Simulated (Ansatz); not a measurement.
# PtSe$_{2}$ (P-3m1), an elastic constant from a strain scan

Computed with DFT PBEsol, scalar-relativistic, plane waves, PAW (Ansatz). Cutoff 420 eV, Γ-centred 12×12×10 k-points, Gaussian smearing of 0.15 eV. Spin–orbit coupling is left out, which can shift energies with elements as heavy as these. No spin polarisation. Energies are free energies at this smearing, counted from the undisturbed cell; pressure is positive in compression.

The starting cell (relaxed at this level):

```
Pt Se
1.0
     3.76072    0.00000    0.00000
    -1.88036    3.25688    0.00000
     0.00000    0.00000    4.86331
Pt Se
1 2
Direct
  0.00000 0.00000 0.00000
  0.33333 0.66667 0.26068
  0.66667 0.33333 0.73932
```

The cell is strained by ε times the Voigt pattern (0, 0, 1, 0, 0, 0) (xx, yy, zz, yz, xz, xy; engineering shear) with fractional coordinates fixed. The cell holds 3 atoms in V0 = 59.57 Å³. The stress column is τ = (1/V0) dE/dε, got from the stress tensor σ (compression positive) at each point as −det(1 + εP) σ : P(1 + εP)⁻¹, with P the pattern as a tensor.

| ε | ΔE (meV/atom) | τ (GPa) |
| --- | --- | --- |
| -0.0600 | 28.156 | -7.871 |
| -0.0450 | 15.535 | -5.730 |
| -0.0300 | 6.777 | -3.711 |
| -0.0150 | 1.668 | -1.806 |
| 0.0000 | 0.000 | -0.004 |
| 0.0150 | 1.592 | 1.700 |
| 0.0300 | 6.264 | 3.312 |
| 0.0450 | 13.853 | 4.837 |
| 0.0525 | 18.690 | 5.569 |
| 0.0600 | ? | ? |

Q: Which combination of elastic constants does this scan measure, and how large is it?

A: For small ε, τ = τ0 + Kε with K = pᵀCp, which for this pattern is C33 in the Cartesian frame shown. The parabola through τ at ε = -0.0150, 0 and 0.0150 has slope K = 117 GPa at zero. The energies per cell, E = NΔE, of the same two points give K = 2[E(ε₊)/ε₊ − E(ε₋)/ε₋]/[(ε₊ − ε₋)V0] = 117 GPa, in agreement. These are clamped-ion values.

Q: Predict the withheld row at ε = 0.0600 from the harmonic law, and compare.

A: ΔE = V0(τ0 ε + Kε²/2)/N = 26.043 meV/atom and τ = 7.01 GPa. The calculation gives 24.198 meV/atom and 6.28 GPa: the energy lies 7 % below the harmonic value, as bonds soften when stretched.

Forces appear on the atoms along this scan, and letting them relax would lower the energy and soften the response. In a metal these slopes depend on the k mesh and the smearing.

Cost: 10 runs of about 2.3 core-minutes in all, on Arm Neoverse V2 (shared hosts).